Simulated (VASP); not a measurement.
The system is BaTiO3.

```
Ba Ti O
1.0
     4.03542    0.00000    0.00000
     0.00000    4.03542    0.00000
     0.00000    0.00000    4.03542
Ba Ti O
1 1 3
Direct
  0.00000 0.00000 0.00000
  0.50000 0.50000 0.50000
  0.50000 0.50000 0.00000
  0.00000 0.50000 0.50000
  0.50000 0.00000 0.50000
```

| Property | Result |
| --- | --- |
| Program | VASP 6.6.1 |
| Task | relaxation of cell and atoms |
| Functional | LDA |
| Potentials or basis | VASP PAW LDA potentials, release 64 (Ba_sv, Ti_sv, O) |
| Cutoff | 600 eV |
| k mesh | 8 × 8 × 8 |
| Occupations | gaussian, width 0.02 eV |
| Spin | no spin polarisation |

At the start: pressure -10.8 GPa; volume 13.14 Å³/atom.

Problem. Where does the relaxation end?

Solution. Over 6 steps the energy falls by 29.3 meV/atom and the volume is 12.32 Å³/atom (-6.2 %); space group Pm-3m (No. 221, to 0.05 Å).

Step by step:
| step | energy change (eV) | largest force (eV/Å) | pressure (GPa) | volume (Å³) |
| --- | --- | --- | --- | --- |
| 1 | 0.0000 | 0.0000 | -10.79 | 65.72 |
| 2 | 0.0277 | 0.0000 | 14.99 | 57.65 |
| 3 | -0.1467 | 0.0000 | -0.16 | 61.66 |
| 4 | -0.1467 | 0.0000 | 0.09 | 61.58 |
| 5 | -0.1467 | 0.0000 | -0.08 | 61.64 |
| 6 | -0.1467 | 0.0000 | 0.00 | 61.61 |

Final structure:
```
Ba Ti O
1.0
     3.94962    0.00000    0.00000
     0.00000    3.94962    0.00000
     0.00000    0.00000    3.94962
Ba Ti O
1 1 3
Direct
  0.00000 0.00000 0.00000
  0.50000 0.50000 0.50000
  0.50000 0.50000 0.00000
  0.00000 0.50000 0.50000
  0.50000 0.00000 0.50000
```
